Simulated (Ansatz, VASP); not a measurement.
Two plane-wave programs on SrO

```
Sr O
1.0
     0.00000    2.53162    2.53162
     2.53162    0.00000    2.53162
     2.53162    2.53162    0.00000
Sr O
1 1
Cartesian
  2.5316 2.5316 2.5316
  0.0000 0.0000 0.0000
```

Alike in both runs: task single point; functional r2SCAN; dispersion rVV10; k mesh 9 × 9 × 9; occupations fermi-dirac, width 0.05 eV; no spin polarisation.

|  | VASP | Ansatz |
| --- | --- | --- |
| version | VASP 6.6.1 | Ansatz 0.2.0 |
| potentials or method | VASP PAW PBE potentials, release 64 (Sr_sv, O) | Ansatz PAW |
| plane-wave cutoff (eV) | 520 | 500 |
| valence electrons in the cell | 16 | 16 |

VASP gave:

* gap on the k mesh at the Fermi level (eV): 3.73
* least direct gap on the mesh (eV): 3.79
* pressure (GPa): 5.7

Which values does Ansatz return?

gap on the k mesh at the Fermi level (eV): 3.78; least direct gap on the mesh (eV): 3.83; pressure (GPa): 4.9.

Caveats: the PAW data sets were made with another functional, which shifts forces and pressure a little (VASP); an odd mesh through Γ misses points on the zone boundary, where band edges often lie (VASP); odd divisions of the mesh miss points on the zone boundary, where band edges often lie, so the gap on the mesh can be too wide (Ansatz); the PAW data sets come from PBE, with cores solved anew for the run's functional, which leaves a small shift of forces and pressure (Ansatz). r2SCAN opens gaps a little over a GGA but as a rule still falls short of measured ones.
